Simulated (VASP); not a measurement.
Here is a VASP 6.6.1 calculation.

Contents of POSCAR:

```
CdO2
1.0
    3.4762295762      0.0000000000      0.0000000000
   -1.7381147881      3.0105031223      0.0000000000
    0.0000000000      0.0000000000      4.1480760000
Cd O
1 2
Direct
    0.0000000000      0.0000000000      0.0000000000
    0.3333333333      0.6666666667      0.2442190000
    0.6666666667      0.3333333333      0.7557810000
```

Contents of INCAR.step1:

```
PREC     = Accurate       # precision mode
ENCUT    = 600            # plane-wave cutoff, eV
EDIFF    = 1E-8           # SCF threshold, eV
ISMEAR   = 0              # smearing method
SIGMA    = 0.02           # smearing width, eV
LREAL    = False          # projectors in reciprocal space
LASPH    = True           # aspherical terms in the spheres
NELM     = 100            # most SCF steps
ALGO     = Normal         # electronic algorithm
ISIF     = 3              # what is computed and relaxed
LWAVE    = False          # write WAVECAR
LCHARG   = False          # write CHGCAR
GGA      = PS             # functional
IBRION   = 2              # ionic algorithm
NSW      = 40             # ionic steps
EDIFFG   = -0.002         # ionic threshold
```

File INCAR.step2:

```
PREC     = Accurate       # precision mode
ENCUT    = 600            # plane-wave cutoff, eV
EDIFF    = 1E-8           # SCF threshold, eV
ISMEAR   = 0              # smearing method
SIGMA    = 0.02           # smearing width, eV
LREAL    = False          # projectors in reciprocal space
LASPH    = True           # aspherical terms in the spheres
NELM     = 100            # most SCF steps
ALGO     = Normal         # electronic algorithm
ISIF     = 2              # what is computed and relaxed
LWAVE    = False          # write WAVECAR
LCHARG   = False          # write CHGCAR
GGA      = PS             # functional
IBRION   = 6              # ionic algorithm
NFREE    = 2            
POTIM    = 0.015          # step
NSW      = 1              # ionic steps
```

Contents of KPOINTS:

```
regular mesh
0
Gamma
  7 7 5
```

Potentials or basis: VASP PAW PBE potentials, release 64 (Cd, O).

Command:

```sh
$ cat potpaw_PBE.64/Cd/POTCAR potpaw_PBE.64/O/POTCAR > POTCAR
$ cp INCAR.step1 INCAR
$ mpirun -np 1 vasp_std > vasp.out
$ cp CONTCAR POSCAR
$ cp INCAR.step2 INCAR
$ mpirun -np 1 vasp_std > vasp.out
```

Q: What does it give for the highest phonon frequency at Γ, LO-TO splitting left out?

A: 382 cm⁻¹.

Q: Estimate the relaxed volume.

A: 11.77 Å³/atom.

Q: What does it give for the space group after relaxing (to 0.05 Å)?

A: P-3m1 (No. 164).

Final structure:
```
CELL_PARAMETERS angstrom
3.37108 0.00000 0.00000
-1.68554 2.91944 0.00000
0.00000 0.00000 3.58711
ATOMIC_POSITIONS crystal
Cd 0.00000 0.00000 0.00000
O 0.33333 0.66667 0.28554
O 0.66667 0.33333 0.71446
```

Caveat: the volume moved by over 15 % at a fixed basis, so the end points are rough; the PAW data sets were made with another functional, which shifts forces and pressure a little.
